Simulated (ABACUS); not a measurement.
GaAs under changes of volume

One of the cells (22.590 Å³/atom); the others are scaled copies at fixed shape and fractional positions:

```
CELL_PARAMETERS angstrom
0.00000 2.82685 2.82685
2.82685 0.00000 2.82685
2.82685 2.82685 0.00000
ATOMIC_POSITIONS crystal
As 0.75000 0.75000 0.75000
Ga 0.00000 0.00000 0.00000
```

* Program: ABACUS 3.10.1
* Functional: BLYP
* Potentials or basis: Ansatz NC PBE
* Cutoff: 1361 eV
* Density cutoff: 5442 eV
* Basis: DZP LCAO (the cutoffs set its grid)
* k mesh: 7 × 7 × 7
* Occupations: fermi-dirac, width 0.05 eV
* Spin: no spin polarisation

```tsv
volume (Å³/atom)	energy over the lowest point (meV/atom)	pressure (GPa)	gap on the mesh (eV)
21.234	134.46	13.7	0.96
21.686	?	?	?
22.138	69.49	9.5	0.61
22.590	45.46	7.7	0.44
23.041	26.16	6.1	0.28
23.493	11.24	4.6	0.13
23.945	0.00	3.4	none
```

What does the run at 21.686 Å³/atom give?

Energy over the lowest point 99.01 meV/atom; pressure 11.5 GPa; gap on the mesh 0.78 eV.

Worked out: A Birch-Murnaghan fit of order 3 (a polynomial in V^(-2/3)) to the other rows has no minimum within the range. It gives 98.95 meV/atom at 21.686 Å³/atom, against the run's 99.01, and -dE/dV = 11.5 GPa, against 11.5.

Energies are extrapolated to zero smearing.

Caveats: the atomic orbitals were generated for these runs and aren't a published set; the potentials were made for another functional, which shifts forces and pressure; the basis of atomic orbitals isn't converged, which shifts pressures, moduli and gaps; an odd mesh through Γ misses points on the zone boundary, where band edges often lie (some runs).

Spin-orbit coupling on As, Ga is left out.

A gap of «none» marks a metal or a gap under the smearing width.
